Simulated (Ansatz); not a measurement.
# TiAl: energy against volume and a worked fit

```yaml
crystal:
  lattice:
    - [3.17906, 0.00000, 0.00000]
    - [0.00000, 3.17906, 0.00000]
    - [0.00000, 0.00000, 3.17906]
  atoms:
    - { symbol: Ti, position: [0.00000, 0.00000, 0.00000] }
    - { symbol: Al, position: [0.50000, 0.50000, 0.50000] }
```

The cell comes from a database or a generator and needn't be the stable form of this composition.

The cell was scaled at fixed shape and fractions and run with Ansatz, Ansatz PAW, cutoff 420 eV; PBE0, k mesh 6 × 6 × 6 on the cell of 2 atoms, fermi-dirac occupations of 0.05 eV, no spin polarisation, no spin-orbit coupling. The potentials were made for PBE. Energies are those that the program minimises, any entropy of the smearing included. For a metal such a mesh isn't converged to the digits shown.

| V (Å³/atom) | energy over the lowest row (meV/atom) |
| --- | --- |
| 15.1007 | 11.15 |
| 15.4219 | 2.72 |
| 15.7432 | 0.00 |
| 16.0645 | ? |
| 16.3858 | 9.54 |
| 16.7071 | 20.88 |
| 17.0284 | 36.02 |

Problem. Fit the third-order Birch-Murnaghan form, give V0, B0 and B′, and predict the energy left open.

Solution. With y = (V0/V)^(2/3), E = E0 + (9 V0 B0/16) [(y - 1)³ B′ + (y - 1)² (6 - 4y)]. Least squares through the rows shown give V0 = 15.7466 Å³/atom, E0 = 0.00 meV, B0 = 125.9 GPa (1 eV/Å³ = 160.218 GPa) and B′ = 3.95, with a largest miss of 0.01 meV. At V = 16.0645 the form with these constants gives 2.44 meV; the run gave 2.45 meV an atom.
